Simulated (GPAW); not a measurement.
A run of GPAW 26.7.0 is set up as follows.

run.py

```python
from ase import Atoms
from ase.dft.bandgap import bandgap
from ase.io import write
from ase.units import GPa
from gpaw import GPAW, PW, setup_paths

setup_paths.insert(0, '.')

atoms = Atoms(['Bi', 'Bi', 'Bi', 'Bi'],
              cell=[[4.6584121839, 0.0, 0.0],
                    [0.0, 4.52638858, 0.0],
                    [-0.3459734563, 0.0, 6.5119480672]],
              scaled_positions=[[0.252499, 0.245627, 0.753672],
                                [0.748621, 0.752318, 0.249003],
                                [0.261305, 0.242559, 0.251097],
                                [0.742836, 0.735493, 0.75244]],
              pbc=True)

calc = GPAW(mode=PW(600),
            xc='PBEsol',
            kpts={'size': (6, 6, 4), 'gamma': True},
            occupations={'name': 'fermi-dirac', 'width': 0.05},
            nbands=46,
            convergence={'density': 1e-05, 'energy': 1e-05},
            maxiter=150,
            txt='gpaw.txt')
atoms.calc = calc
energy = atoms.get_potential_energy()
forces = atoms.get_forces()
stress = atoms.get_stress()
calc.write('gs.gpw')
write('result.traj', atoms)
print(f'Energy: {energy:.6f} eV')
print('Forces (eV/A):')
print(forces.round(4))
print('Stress (GPa):', (stress / GPa).round(3))
print('Fermi level:', round(calc.get_fermi_level(), 4), 'eV')
print(f'Gap: {bandgap(calc)[0]:.4f} eV, direct: {bandgap(calc, direct=True)[0]:.4f} eV')
```

Potentials or basis: PAW data sets generated in the run's folder for this functional, pw.

Launch:

```console
$ gpaw-setup -f PBEsol Bi
$ OMP_NUM_THREADS=1 python run.py
```

(1) Estimate the largest force.

(2) Predict the band gap on the k mesh.

Answers

(1) 0.133 eV/Å.

(2) none (metal or under the smearing width).

Caveat: spin-orbit coupling is left out, which moves the levels of the heavy elements.
